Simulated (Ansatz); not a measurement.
# WS2: the cost of one run

Program: Ansatz 0.2.0. Level of theory: DFT PBE+D3(BJ), scalar-relativistic, plane waves, PAW. These are calculated values, not measurements.

3 further runs of the same task are left out: 1 that didn't finish, 2 set aside as unsound or not needed.

## Step 1: The structure to begin with

The structure is hexagonal, space group P-6m2 (No. 187). Conventional cell: a = 3.160 Å, b = 3.160 Å, c = 16.939 Å, α = 90.00°, β = 90.00°, γ = 120.00°. W (site symmetry -6m2) is surrounded by 6 S at 2.41 Å. S (site symmetry 3m) has 3 W at 2.41 Å as nearest neighbours.

As a file:

```
CELL_PARAMETERS angstrom
3.15972 0.00000 0.00000
-1.57986 2.73639 0.00000
0.00000 0.00000 16.93947
ATOMIC_POSITIONS crystal
W 0.33333 0.66667 0.00000
S 0.66667 0.33333 0.90696
S 0.66667 0.33333 0.09304
```

It goes back to an entry of the Materials Project, which need not be the stable form.

It is the result of an earlier relaxation at this level (volume 48.82 Å³/atom; gap on the mesh: 1.92 eV).

The host's static dielectric tensor, from an earlier linear-response run, has a mean of 4.22.

## Step 2: Reference: the perfect crystal in the supercell

input.yaml

```yaml
crystal:
  lattice:
    - [0.0, -10.9455796992, 0.0]
    - [9.4791500786, 5.4727898496, 0.0]
    - [0.0, 0.0, 16.939467204]
  atoms:
    - { symbol: W, position: [0.6666666667, 0.1666666667, 0.0] }
    - { symbol: W, position: [0.3333333333, 1.0, 0.0] }
    - { symbol: W, position: [0.5, 0.3333333333, 0.0] }
    - { symbol: W, position: [0.1666666667, 0.1666666667, 0.0] }
    - { symbol: W, position: [0.8333333333, 0.0, 0.0] }
    - { symbol: W, position: [0.6666666667, 0.6666666667, 0.0] }
    - { symbol: W, position: [0.3333333333, 0.5, 0.0] }
    - { symbol: W, position: [0.0, 0.3333333333, 0.0] }
    - { symbol: W, position: [0.5, 0.8333333333, 0.0] }
    - { symbol: W, position: [0.1666666667, 0.6666666667, 0.0] }
    - { symbol: W, position: [0.8333333333, 0.5, 0.0] }
    - { symbol: W, position: [0.0, 0.8333333333, 0.0] }
    - { symbol: S, position: [0.8333333333, 0.3333333333, 0.9069626206] }
    - { symbol: S, position: [0.5, 0.1666666667, 0.9069626206] }
    - { symbol: S, position: [0.6666666667, 0.5, 0.9069626206] }
    - { symbol: S, position: [0.3333333333, 0.3333333333, 0.9069626206] }
    - { symbol: S, position: [0.0, 0.1666666667, 0.9069626206] }
    - { symbol: S, position: [0.8333333333, 0.8333333333, 0.9069626206] }
    - { symbol: S, position: [0.5, 0.6666666667, 0.9069626206] }
    - { symbol: S, position: [0.1666666667, 0.5, 0.9069626206] }
    - { symbol: S, position: [0.6666666667, 0.0, 0.9069626206] }
    - { symbol: S, position: [0.3333333333, 0.8333333333, 0.9069626206] }
    - { symbol: S, position: [0.0, 0.6666666667, 0.9069626206] }
    - { symbol: S, position: [0.1666666667, 0.0, 0.9069626206] }
    - { symbol: S, position: [0.8333333333, 0.3333333333, 0.0930373794] }
    - { symbol: S, position: [0.5, 0.1666666667, 0.0930373794] }
    - { symbol: S, position: [0.6666666667, 0.5, 0.0930373794] }
    - { symbol: S, position: [0.3333333333, 0.3333333333, 0.0930373794] }
    - { symbol: S, position: [0.0, 0.1666666667, 0.0930373794] }
    - { symbol: S, position: [0.8333333333, 0.8333333333, 0.0930373794] }
    - { symbol: S, position: [0.5, 0.6666666667, 0.0930373794] }
    - { symbol: S, position: [0.1666666667, 0.5, 0.0930373794] }
    - { symbol: S, position: [0.6666666667, 0.0, 0.0930373794] }
    - { symbol: S, position: [0.3333333333, 0.8333333333, 0.0930373794] }
    - { symbol: S, position: [0.0, 0.6666666667, 0.0930373794] }
    - { symbol: S, position: [0.1666666667, 0.0, 0.0930373794] }
basis:
  ecutwfc: 420
  xc_grid: 2
kpoints:
  mp_grid: { grid: [2, 2, 2], shift: [0.0, 0.0, 0.0] }
hamiltonian:
  xc: pbe
  dispersion: d3bj
scf:
  occupations: { method: gaussian, width: 0.01 }
output:
  forces: true
  stress: true
  eigenvalues: true
  write_density: true
  write_potential: true
  elf: true
  volumetric_format: npy
```

The run is started by

```bash
$ ansatz run input.yaml --threads 4 --pin off --max-ram 10240MiB --backend cpu --events-out ev --progress --plain --runs-dir out
```

What time and memory should one allow on 4 threads of AMD EPYC 9R45 (Zen 5), shared host?

About 15 s, with a peak of 6 GiB.
